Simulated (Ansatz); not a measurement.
A run of Ansatz 0.2.0:

input.yaml

```yaml
crystal:
  lattice:
    - [4.503694, 0.0, 0.0]
    - [0.0, 4.503694, 0.0]
    - [0.0, 0.0, 4.503694]
  atoms:
    - { symbol: Ni, position: [0.149504, 0.149504, 0.149504], spin: 1.0 }
    - { symbol: Ni, position: [0.649504, 0.350496, 0.850496], spin: 1.0 }
    - { symbol: Ni, position: [0.850496, 0.649504, 0.350496], spin: 1.0 }
    - { symbol: Ni, position: [0.350496, 0.850496, 0.649504], spin: 1.0 }
    - { symbol: Si, position: [0.84683, 0.84683, 0.84683] }
    - { symbol: Si, position: [0.34683, 0.65317, 0.15317] }
    - { symbol: Si, position: [0.15317, 0.34683, 0.65317] }
    - { symbol: Si, position: [0.65317, 0.15317, 0.34683] }
hamiltonian:
  xc: lda
  pseudopotentials: { kind: paw }
magnetization:
  spin_polarized: true
kpoints:
  mp_grid: { grid: [6, 6, 6] }
scf:
  occupations: { method: fermi_dirac, width: 0.05 }
output:
  forces: true
  stress: true
  eigenvalues: true
relax:
  f_tol: 0.01
  max_steps: 40
  cell: { stress_tol: 0.05 }
```

Potentials or basis: Ansatz PAW.

The run is started by

```sh
$ ansatz run input.yaml --threads 4 --pin off --max-ram 11264MiB --backend cpu --events-out ev --progress --plain --runs-dir out
```

Hardware: 4 threads of Intel(R) Xeon(R) Processor @ 2.50GHz (Skylake/Cascade Lake), on a shared host.

**Question.** How long does it take, and how much memory?

**Answer.** Wall time 84 s on 4 threads of Intel(R) Xeon(R) Processor @ 2.50GHz (Skylake/Cascade Lake), on a shared host, peak memory 0.55 GiB. Counts: scf iterations 49, plane waves 1743, k points 24, bands 56, ion steps 5.
